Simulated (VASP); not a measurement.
# From VASP inputs to Ansatz: BaZrO₃ (strained cubic perovskite)

INCAR

```
GGA = PE
ENCUT = 520
NELM = 120
PREC = Accurate
LWAVE = .FALSE.
SIGMA = 0.02
ISIF = 2
ISMEAR = -1
LASPH = .TRUE.
IBRION = -1
NSW = 0
LCHARG = .FALSE.
LREAL = .FALSE.
NBANDS = 28
EDIFF = 1E-7
```

KPOINTS

```
KPOINTS created by Atomic Simulation Environment
0
Gamma
6 6 6
0 0 0
```

KPOINTS_OPT

```
special points
4
Reciprocal
0.0000000000 0.0000000000 0.0000000000 1
0.0000000000 0.5000000000 0.0000000000 1
0.5000000000 0.5000000000 0.0000000000 1
0.5000000000 0.5000000000 0.5000000000 1
```

POSCAR

```
Ba Zr O
 1.0000000000000000
     4.2053549142000000    0.0000000000000000    0.0000000000000000
     0.0000000000000000    4.2053549142000000    0.0000000000000000
     0.0000000000000000    0.0000000000000000    4.2894620124999996
 Ba  Zr  O
   1   1   3
Cartesian
  0.0000000000000000  0.0000000000000000  0.0000000000000000
  2.1026774571000000  2.1026774571000000  2.1447310062499993
  2.1026774571000000  2.1026774571000000  0.0000000000000000
  2.1026774571000000  0.0000000000000000  2.1447310062499993
  0.0000000000000000  2.1026774571000000  2.1447310062499993
```

VASP ran with the recommended PBE PAW datasets (40 valence electrons in the cell).

Question: Translate these files to an Ansatz input.

Answer: 

```yaml
crystal:
  lattice:
    - [4.2053549142, 0.0, 0.0]
    - [0.0, 4.2053549142, 0.0]
    - [0.0, 0.0, 4.2894620125]
  atoms:
    - { symbol: Ba, position: [0.0, 0.0, 0.0] }
    - { symbol: Zr, position: [0.5, 0.5, 0.5] }
    - { symbol: O, position: [0.5, 0.5, 0.0] }
    - { symbol: O, position: [0.5, 0.0, 0.5] }
    - { symbol: O, position: [0.0, 0.5, 0.5] }
kpoints:
  mp_grid: { grid: [6, 6, 6] }
  band_path:
    path: [[0.0, 0.0, 0.0], [0.0, 0.5, 0.0], [0.5, 0.5, 0.0], [0.5, 0.5, 0.5]]
    npoints: 1
hamiltonian:
  xc: pbe
scf:
  occupations: { method: fermi_dirac, width: 0.02 }
  n_extra_bands: 5
output:
  forces: true
  stress: true
  eigenvalues: true
  write_density: true
  write_potential: true
  elf: true
  volumetric_format: npy
```

Other inputs would serve too.

|  | VASP | Ansatz |
| --- | --- | --- |
| gap between bands v and c | 3.08 eV | 3.12 eV |
| least direct gap | 3.34 eV | 3.36 eV |
| pressure | 0.4 GPa | -0.5 GPa |

The two codes use different PAW datasets and cutoffs. VASP's cell holds 40 valence electrons and Ansatz's 40. Ansatz's stress includes a Pulay correction; VASP's doesn't.
